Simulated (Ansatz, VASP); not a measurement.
# Cross-check of BN between VASP and Ansatz, part 2 of 2

One calculation is typed for both programs; each brings its own data sets and cutoff. How far apart do they land? The cell is taken from a series of VASP runs on this material, whose earlier steps may have relaxed, scaled or displaced it; both programs get it as it stands.

VASP 6.6.1 and Ansatz 0.2.0.

So far. Step 3 (VASP: band structure, PBE): The run ends at a pressure of 2.76 GPa.

### 5. VASP: dielectric response, LDA

Level of this step: LDA; plane waves and PAW (N, B) (VASP).

The response to a field tests empty states and converges slowly with the mesh.

INCAR reads:

```
SYSTEM = BN
PREC = Accurate
ENCUT = 460
EDIFF = 1E-08
NELM = 100
ISMEAR = 0
SIGMA = 0.01
LREAL = .FALSE.
ALGO = Normal
GGA = CA
NBANDS = 14
LORBIT = 11
LWAVE = .FALSE.
LCHARG = .FALSE.
KPAR = 8
LEPSILON = .TRUE.
LPEAD = .TRUE.
```

POSCAR reads:

```
BN
1.0
    2.5039900000      0.0000000000      0.0000000000
   -1.2519950000      2.1685189508      0.0000000000
    0.0000000000      0.0000000000      6.6612000000
N B
2 2
Direct
    0.6666666667      0.3333333333      0.2500000000
    0.3333333333      0.6666666667      0.7500000000
    0.6666666667      0.3333333333      0.7500000000
    0.3333333333      0.6666666667      0.2500000000
```

KPOINTS reads:

```
Automatic mesh
0
Gamma
14 14 6
0 0 0
```

PAW data sets: N and B (LDA family, release 64).

The run is started by

```console
$ mpirun -np 8 vasp_std
```

Numbers of over 12 decimals in the logs are rounded to 6 here.

The log of the run:

```text
[banner, memory and clock lines left out]
running    8 mpi-ranks, on    1 nodes
[...]
[... a notice as in an earlier step ...]

 LDA part: xc-table for (Slater(with rela. corr.)+CA(PZ))
 , standard interpolation
 POSCAR, INCAR and KPOINTS ok, starting setup
[...]
entering main loop
       N       E                     dE             d eps       ncg     rms          rms(c)
DAV:   1     0.413153398269E+02    0.41315E+02   -0.76880E+03  2704   0.961E+02
DAV:   2    -0.393350272638E+02   -0.80650E+02   -0.72828E+02  3732   0.213E+02
DAV:   3    -0.425095071111E+02   -0.31745E+01   -0.31553E+01  3522   0.428E+01
DAV:   4    -0.425313313586E+02   -0.21824E-01   -0.21819E-01  3174   0.395E+00
[...]
DAV:  12    -0.385747287870E+02    0.49831E-06   -0.64889E-06  3192   0.192E-02    0.128E-03
DAV:  13    -0.385747287671E+02    0.19994E-07   -0.35870E-07  3330   0.418E-03    0.507E-04
DAV:  14    -0.385747287711E+02   -0.40613E-08   -0.54133E-09  2388   0.624E-04
   1 F= -.38574729E+02 E0= -.38574729E+02  d E =-.836927E-12
[...]
RMM:   9    -0.401693251815E+00   -0.14253E-05   -0.15499E-07 10259   0.125E-04    0.345E-05
RMM:  10    -0.401692618398E+00    0.63342E-06   -0.35044E-10  6188   0.308E-05    0.446E-06
 change of polarisation eV/A/(eV/A) component  2 :     0.050     0.767    -0.028
 dielectric tensor                  component  2 :     0.249     4.839    -0.140
 Linear response to external field, progress :
  Direction:   3
       N       E                     dE             d eps       ncg     rms          rms(c)
RMM:   1    -0.208421584227E+00   -0.20842E+00   -0.52176E-01  2122   0.235E+00
RMM:   2    -0.211508504319E+00   -0.30869E-02   -0.28342E-03  2290   0.326E-01    0.668E-01
RMM:   3    -0.184815461297E+00    0.26693E-01   -0.23243E-02  5499   0.860E-01    0.337E-01
RMM:   4    -0.184762618255E+00    0.52843E-04   -0.17589E-02  5886   0.748E-01    0.963E-02
[...]
RMM:   8    -0.188068181794E+00   -0.27999E-05   -0.26662E-08  5029   0.805E-04    0.212E-04
RMM:   9    -0.188067301593E+00    0.88020E-06   -0.42230E-09  4786   0.370E-04    0.258E-05
RMM:  10    -0.188070506523E+00   -0.32049E-05   -0.28293E-09  3318   0.537E-05    0.947E-06
 change of polarisation eV/A/(eV/A) component  3 :    -0.025    -0.035     0.349
 dielectric tensor                  component  3 :    -0.127    -0.173     2.744
 Born effective charges drift removed
```

From OUTCAR (step 5):

```text
  Total       -1.4536987     -1.4536987     -0.3600422      0.0000000      0.0000000      0.0000000
  in kB      -64.3927091    -64.3927091    -15.9483500      0.0000000      0.0000000      0.0000000
  external PRESSURE =     -48.2445894 kB  Pullay stress =       0.0000000 kB

 POSITION                                       TOTAL-FORCE (eV/Angst)
 -----------------------------------------------------------------------------------
      1.25200      0.72284      1.66530         0.000000      0.000000      0.000000
     -0.00000      1.44568      4.99590         0.000000      0.000000      0.000000
      1.25200      0.72284      4.99590        -0.000000     -0.000000      0.000000
     -0.00000      1.44568      1.66530        -0.000000      0.000000      0.000000
 -----------------------------------------------------------------------------------
    total drift:                               -0.000000      0.000000      0.000000

 MACROSCOPIC STATIC DIELECTRIC TENSOR (including local field effects in DFT)
 ------------------------------------------------------
           4.835533     0.000000     0.000000
          -0.000000     4.835533     0.000000
           0.000000     0.000000     2.743524
 ------------------------------------------------------

[... 1 part as in an earlier step ...]

[... 1 further part left out ...]
```

Energies printed during the response cycles are not total energies of the cell.

### 6. Ansatz: dielectric response, LDA

The same cell, functional (in two slightly different forms) and mesh now go to Ansatz, which takes its cutoff from its data sets.

The cell is taken from a series of VASP runs on this material, whose earlier steps may have relaxed, scaled or displaced it; both programs get it as it stands.

input.yaml reads:

```yaml
crystal:
  lattice:
    - [2.50399, 0.0, 0.0]
    - [-1.251995, 2.1685189508, 0.0]
    - [0.0, 0.0, 6.6612]
  atoms:
    - { symbol: "N", position: [0.6666666667, 0.3333333333, 0.25] }
    - { symbol: "N", position: [0.3333333333, 0.6666666667, 0.75] }
    - { symbol: B, position: [0.6666666667, 0.3333333333, 0.75] }
    - { symbol: B, position: [0.3333333333, 0.6666666667, 0.25] }
hamiltonian:
  xc: lda
  pseudopotentials: { kind: paw }
kpoints:
  mp_grid: { grid: [14, 14, 6] }
scf:
  occupations: { method: fixed }
dielectric:
  method: response
```

The run is started by

```console
$ ansatz run input.yaml --threads 2 --pin off --max-ram 4608MiB --backend cpu --events-out ev --progress --plain --runs-dir out
```

The log of the run:

```text
[...]
Crystal: 4 atoms, lattice volume = 36.170 Å³
Basis set: ecut = 420 eV, 713 PW (Γ), exchange–correlation on 36×36×96 points (8 copies of the dense FFT grid, shifted against one another)
Bands: 12, of which v1, the nominal top of the filled ones, is band 8 counted from 1 (7 counted from 0)
Symmetry: 24 space group operations
k-points: 324 of 1176 (irreducible under 2 space group operations, time reversal used)
[...]
site 1:
        -2.71387   -0.00000    0.00000
         0.00000   -2.71387    0.00000
[...]
site 2:
[...]
-0.00000    0.00000    0.75501
    site 3:
         2.71387    0.00000   -0.00000
        -0.00000    2.71387   -0.00000
         0.00000    0.00000    0.75501
  Z* charge neutrality: 9.846e-6 e pre-enforcement
  k-mesh period / interband length: 35.1 Å / 1.38 Å = 25.35 at k = (0.0000, -0.5000, 0.3333), direct gap 4.953 eV — 14 or more, which is no proof of convergence
[key lines of the parts left out:]
SCF converged after 8 iterations
Free energy (F): -1052.682530 eV
Fermi energy:    4.451781 eV
```

Run time: 26 s. Hardware: 2 threads of Arm Neoverse V1, shared host; peak memory 0.67 GiB.

### 7. Comparison

What differs besides the data sets and the points named for the pairs above, as far as they apply: the two LDA forms differ slightly; VASP's log shows a relativistic correction to its local exchange, Ansatz's none. Total energies have different zeros and are not compared.

The two programs side by side:

```
                                    quantity  Ansatz   VASP  difference
                                       ε∞ xx    4.83   4.84     -0.20 %
                                       ε∞ yy    4.83   4.84     -0.20 %
                                       ε∞ zz    2.74   2.74     -0.16 %
Born charge of N1 (mean of the diagonal) (e)   -2.06  -2.06        0.00
Born charge of B3 (mean of the diagonal) (e)    2.06   2.06        0.00
```

### 8. VASP: single point, LDA

A single point gives forces, pressure and levels at one fixed geometry, so differences don't come from the geometry; what else differs is listed under the comparison.

INCAR reads:

```
SYSTEM = BN
PREC = Accurate
ENCUT = 450
EDIFF = 1E-08
NELM = 100
ISMEAR = 0
SIGMA = 0.01
LREAL = .FALSE.
ALGO = Normal
GGA = CA
NBANDS = 14
LORBIT = 11
LWAVE = .TRUE.
LCHARG = .FALSE.
KPAR = 4
```

POSCAR is that of step 5.

KPOINTS reads:

```
Automatic mesh
0
Gamma
5 5 2
0 0 0
```

The projector-augmented-wave data sets are N_GW and B_GW (LDA family, release 64).

The run is started by

```console
$ mpirun -np 8 vasp_std
```

The log of the run:

```text
[banner, memory and clock lines left out]
running    8 mpi-ranks, on    1 nodes
[...]
[... a notice as in an earlier step ...]

 LDA part: xc-table for (Slater(with rela. corr.)+CA(PZ))
 , standard interpolation
 POSCAR, INCAR and KPOINTS ok, starting setup
[...]
entering main loop
       N       E                     dE             d eps       ncg     rms          rms(c)
DAV:   1     0.682028547548E+02    0.68203E+02   -0.73327E+03   280   0.963E+02
DAV:   2    -0.371980722990E+02   -0.10540E+03   -0.92748E+02   374   0.322E+02
DAV:   3    -0.423548911936E+02   -0.51568E+01   -0.51080E+01   388   0.691E+01
DAV:   4    -0.424432796031E+02   -0.88388E-01   -0.88146E-01   364   0.975E+00
[...]
DAV:  13    -0.385953695062E+02    0.62149E-07   -0.11321E-06   370   0.148E-02    0.160E-03
DAV:  14    -0.385953694523E+02    0.53921E-07   -0.65763E-08   370   0.362E-03    0.617E-04
DAV:  15    -0.385953694597E+02   -0.74599E-08   -0.47604E-08   376   0.220E-03
   1 F= -.38595369E+02 E0= -.38595369E+02  d E =-.853362E-20
 writing wavefunctions
```

OUTCAR, selected parts (step 8):

```text
  Total       -2.0401246     -2.0401246     -0.7193505      0.0000000      0.0000000      0.0000000
  in kB      -90.3688970    -90.3688970    -31.8641870      0.0000000      0.0000000      0.0000000
  external PRESSURE =     -70.8673270 kB  Pullay stress =       0.0000000 kB

 POSITION                                       TOTAL-FORCE (eV/Angst)
 -----------------------------------------------------------------------------------
      1.25200      0.72284      1.66530        -0.000000     -0.000000      0.000000
     -0.00000      1.44568      4.99590        -0.000000      0.000000      0.000000
      1.25200      0.72284      4.99590        -0.000000      0.000000      0.000000
     -0.00000      1.44568      1.66530         0.000000     -0.000000      0.000000
 -----------------------------------------------------------------------------------
    total drift:                               -0.000000      0.000000      0.000000

  FREE ENERGIE OF THE ION-ELECTRON SYSTEM (eV)
  ---------------------------------------------------
  free  energy   TOTEN  =       -38.5953694597 eV

  energy  without entropy=      -38.5953694597  energy(sigma->0) =      -38.59536946

[... 3 further parts left out ...]
[key lines of the parts left out:]
E-fermi :   2.1569
```

The run ends at a pressure of -7.09 GPa.

### 9. Ansatz: single point, LDA

The same cell, functional (in two slightly different forms), mesh and smearing now go to Ansatz, which takes its cutoff from its data sets.

The cell is taken from a series of VASP runs on this material, whose earlier steps may have relaxed, scaled or displaced it; both programs get it as it stands.

input.yaml, as its differences from that of step 6:

```diff
@@ -14,6 +14,9 @@
 kpoints:
-  mp_grid: { grid: [14, 14, 6] }
+  mp_grid: { grid: [5, 5, 2] }
 scf:
-  occupations: { method: fixed }
-dielectric:
-  method: response
+  occupations: { method: gaussian, width: 0.01 }
+  n_extra_bands: 5
+output:
+  forces: true
+  stress: true
+  eigenvalues: true
```

The run is started by

```console
$ ansatz run input.yaml --threads 2 --pin off --max-ram 4608MiB --backend cpu --events-out ev --progress --plain --runs-dir out
```

The log of the run:

```text
[...]
Crystal: 4 atoms, lattice volume = 36.170 Å³
Basis set: ecut = 420 eV, 713 PW (Γ)
Bands: 13, of which v1, the nominal top of the filled ones, is band 8 counted from 1 (7 counted from 0)
Symmetry: 24 space group operations
[...]
k-points: 10 of 50
[...]
k-point 0: bands = [... 4 lower, 3.0961, 3.0961, 3.1312, 3.1312, 9.3523, 14.4197, 15.8868, 15.8868, ... 1 higher]
  k-point 1: bands = [... 4 lower, 3.1140, 3.1140, 3.1140, 3.1140, 11.7476, 11.7476, 15.9478, 15.9478, ... 1 higher]
  k-point 2: bands = [... 4 lower, 0.5075, 1.2458, 1.9008, 1.9526, 10.5871, 13.7088, 14.7129, 15.1931, ... 1 higher]
  k-point 9: bands = [... 4 lower, -1.4499, -1.4499, 4.0148, 4.0148, 9.0645, 9.0645, 16.6547, 16.6547, ... 1 higher]
[key lines of the parts left out:]
SCF converged after 6 iterations
Free energy (F): -1052.668356 eV
Fermi energy:    6.604581 eV
P = ⅓ Tr σ = -4.5169 GPa (-45.169 kbar)
```

Wall time 0.37 s (2 threads); peak memory 0.24 GiB; 0.6 s of CPU time.

The run ends at a pressure of -4.52 GPa.

### 10. Differences

What differs besides the data sets and the points named for the pairs above, as far as they apply: the cutoff is 420 eV in Ansatz and 450 eV in VASP. Total energies have different zeros and are not compared.

Compared:

```
              quantity  Ansatz   VASP  difference
gap on the k mesh (eV)   4.511  4.511      +0.001
```

Not compared: the pressure (VASP's GW data sets at this cutoff don't carry it). A gap on the mesh is an upper bound, since the band edges may lie between its points.

### 11. What the set-up changes

Further runs change the set-up of one program: Ansatz's method, potentials or start, or VASP's data sets, cutoff or form of LDA. The table gives Ansatz less VASP for each quantity, since a change that brings one quantity closer may part another.

```
                                        run  gap on the k mesh (eV)
                                   as above                  5.5e-4
                       cores kept as stored                  0.0041
    Ansatz's larger PAW set (cutoff 900 eV)                 -0.0030
norm-conserving potentials (cutoff 1143 eV)                   0.026
```

### 12. Results

```yaml
difference_in_gap_over_the_path_points_band_structure_pbe: 0.0070 eV
difference_in_pressure_band_structure_pbe: 0.56 GPa
difference_in_eps_infinity_xx_dielectric_response_lda: -0.20 %
difference_in_gap_on_the_k_mesh_single_point_lda: 5.5e-4 eV
```

The difference in pressure is 0.56 GPa (band structure, PBE), within the 1 GPa picked in this series as the mark of a large difference. VASP's data sets differ among the pairs, so a change from pair to pair isn't the functional's or the coupling's alone. Single point, LDA, cores kept as stored: the difference in gap on the k mesh goes from 5.5e-4 to 0.0041 eV. Single point, LDA, Ansatz's larger PAW set (cutoff 900 eV): the difference in gap on the k mesh goes from 5.5e-4 to -0.0030 eV. Single point, LDA, norm-conserving potentials (cutoff 1143 eV): the difference in gap on the k mesh goes from 5.5e-4 to 0.026 eV. 2 further runs of this series are not shown here. How closely two codes agree says nothing of how well the functional describes the real material.

[Lines on the potential files, build, host, timing and source positions are cut from VASP's logs without a mark.]

[Logs are printed without paths, hosts, clocks, repeated set-up lines and the standing remarks that a program may print on its own settings, such as how far it seeks lower states.]

[Hosts, paths, dates, database ids (printed as entryN), source tags and the programs' standing remarks are cut or masked in the printed files.]
